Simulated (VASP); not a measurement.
A run of VASP 6.6.1 is set up as follows.

POSCAR

```
PbSe                                    
1.0
    0.0000000000      3.0519897382      3.0519897382
    3.0519897382      0.0000000000      3.0519897382
    3.0519897382      3.0519897382      0.0000000000
  Pb              Se            
     1     1
Direct
     0.0000000000000000    0.0000000000000000    0.0000000000000000
     0.5000000000000000    0.5000000000000000    0.5000000000000000
```

File INCAR.step1:

```
PREC = Accurate
ENCUT = 520
EDIFF = 1E-5
ISMEAR = 0
SIGMA = 0.03
LREAL = False
LASPH = True
NELM = 80
ALGO = Normal
ISIF = 2
LWAVE = True
LCHARG = False
NBANDS = 17
KPAR = 8
GGA = PE
```

The input INCAR.step2:

```
PREC = Accurate
ENCUT = 520
EDIFF = 1E-6
ISMEAR = 0
SIGMA = 0.03
LREAL = False
LASPH = True
NELM = 80
ALGO = Normal
ISIF = 2
LWAVE = False
LCHARG = False
GGA = PE
LHFCALC = True
HFSCREEN = 0.2
PRECFOCK = Fast
NBANDS = 17
KPAR = 8
ISTART = 1
```

KPOINTS

```
Automatic mesh
0
Gamma
  6 6 6
```

KPOINTS_OPT

```
explicit points
6
Reciprocal
 0.0000000000  0.0000000000  0.0000000000 1
 0.3750000000  0.3750000000  0.7500000000 1
 0.5000000000  0.5000000000  0.5000000000 1
 0.6250000000  0.2500000000  0.6250000000 1
 0.5000000000  0.2500000000  0.7500000000 1
 0.5000000000  0.0000000000  0.5000000000 1
```

Potentials or basis: VASP PAW PBE potentials, release 64 (Pb_d, Se).

Run with:

```bash
$ cat potpaw_PBE.64/Pb_d/POTCAR potpaw_PBE.64/Se/POTCAR > POTCAR
$ cp INCAR.step1 INCAR
$ mpirun -np 8 vasp_std > vasp.out
$ cp INCAR.step2 INCAR
$ mpirun -np 8 vasp_std > vasp.out
```

Estimate the pressure.

1.7 GPa.

What does it give for the band gap along the path?

0.68 eV, direct.

Caveat: the PAW data sets were made with another functional, which shifts forces and pressure a little; spin-orbit coupling is left out, which as a rule narrows the gap of such compounds by several tenths of an eV.

**Experimental background.**

From a printed reference work, monograph, for a bulk crystal of PbSe at 4.2 K: band gap 0.15 eV (direct).

Measured gap of PbSe: 0.15 eV (direct; 4.2 K; a printed reference work, monograph). This calculation gives 0.68 eV (+0.53 eV). 2 values of this kind are on record (0.15 to 0.28 eV); this one was drawn at random. Spin-orbit coupling on Pb, Se is left out. The value is that of HSE06, without temperature or zero-point motion.
